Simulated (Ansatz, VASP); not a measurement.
# One calculation of NaI, two programs

Contents of INCAR:

```
ALGO     = Normal         # electronic algorithm
EDIFF    = 1E-7           # SCF threshold, eV
ENCUT    = 520            # plane-wave cutoff, eV
GGA      = PE             # functional
ISIF     = 2              # what is computed and relaxed
ISMEAR   = -1             # smearing method
LASPH    = T              # aspherical terms in the spheres
LCHARG   = F              # write CHGCAR
LREAL    = F              # projectors in reciprocal space
LWAVE    = F              # write WAVECAR
NBANDS   = 14             # bands
NELM     = 60             # most SCF steps
PREC     = Accurate       # precision mode
SIGMA    = 0.02           # smearing width, eV
```

Contents of KPOINTS:

```
k-points
0
Gamma
  8 8 8
```

POSCAR

```
NaI
1.0
    0.0485460000      3.2606730000      3.2606730000
    3.2606730000      0.0485460000      3.2606730000
    3.2606730000      3.2606730000      0.0485460000
Na I
1 1
Direct
    0.0000000000      0.0000000000      0.0000000000
    0.5000000000      0.5000000000      0.5000000000
```

Input for Ansatz:

```yaml
crystal:
  lattice:
    - [0.048546, 3.260673, 3.260673]
    - [3.260673, 0.048546, 3.260673]
    - [3.260673, 3.260673, 0.048546]
  atoms:
    - { symbol: Na, position: [0.0, 0.0, 0.0] }
    - { symbol: I, position: [0.5, 0.5, 0.5] }
kpoints:
  mp_grid: { grid: [8, 8, 8] }
scf:
  occupations: { method: fermi_dirac, width: 0.02 }
hamiltonian:
  xc: pbe
  pseudopotentials: { kind: all_electron, lapw: { basis_error: 0.001 } }
output:
  forces: true
  stress: true
  eigenvalues: true
```

Change from the starting cell: equal xy, yz and zx shear strains of +1.5 %.

Alike in both runs: task single point; functional PBE; k mesh 8 × 8 × 8; occupations fermi-dirac, width 0.02 eV; no spin polarisation.

|  | VASP | Ansatz |
| --- | --- | --- |
| version | VASP 6.6.1 | Ansatz 0.2.0 |
| potentials or method | VASP PAW PBE potentials, release 64 (Na_pv, I) | all-electron LAPW, scalar-relativistic |
| plane-wave cutoff (eV) | 520 | see its input |

|  | VASP | Ansatz | Ansatz less VASP |
| --- | --- | --- | --- |
| gap on the k mesh at the Fermi level (eV) | 3.60 | 3.61 | +0.003 |
| pressure (GPa) | 0.4 | 0.4 | 0.00 |
| largest component of the traceless stress (GPa) | 0.11 | 0.11 | +0.001 |

Ansatz ran all-electron here, so the differences hold the error of VASP's frozen core and of both bases.

Caveats: spin-orbit coupling is left out, which moves the levels of the heavy elements.
